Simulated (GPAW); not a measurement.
**Equation of state of C under BLYP+D4**

The structure is cubic, space group Fd-3m (No. 227). Conventional cell: a = 3.567 Å, b = 3.567 Å, c = 3.567 Å, α = 90.00°, β = 90.00°, γ = 90.00°. C (site symmetry -43m) is surrounded by 4 C at 1.54 Å.

The cell was scaled at fixed shape and fractions and run with GPAW, PAW data sets generated for this functional, cutoff 800 eV; BLYP+D4, k mesh 10 × 10 × 10 on the cell of 2 atoms, fermi-dirac occupations of 0.05 eV, no spin polarisation, no spin-orbit coupling. Energies are those that the program minimises, any entropy of the smearing included.

```tsv
V (Å³/atom)	energy over the lowest row (meV/atom)
5.3315	31.88
5.4450	?
5.5584	3.72
5.6718	0.00
5.7853	2.34
5.8987	10.27
6.0122	23.17
```

Question: Fit the third-order Birch-Murnaghan form, give V0, B0 and B′, and predict the energy left open.

Answer: With y = (V0/V)^(2/3), E = E0 + (9 V0 B0/16) [(y - 1)³ B′ + (y - 1)² (6 - 4y)]. Least squares through the rows shown give V0 = 5.6828 Å³/atom, E0 = -0.03 meV, B0 = 425.8 GPa (1 eV/Å³ = 160.218 GPa) and B′ = 3.75, with a largest miss of 0.03 meV. At V = 5.4450 the form with these constants gives 14.12 meV; the run gave 14.09 meV an atom. Measured volume: 5.672 Å³/atom at 293.15 K (COD entry, doi:10.1021/ja01156a043), so the fit lies +0.2 % from it. Measured modulus: 443 GPa (arxiv:1701.05631), so the fit lies -3.9 % from it. The runs are for a static lattice.
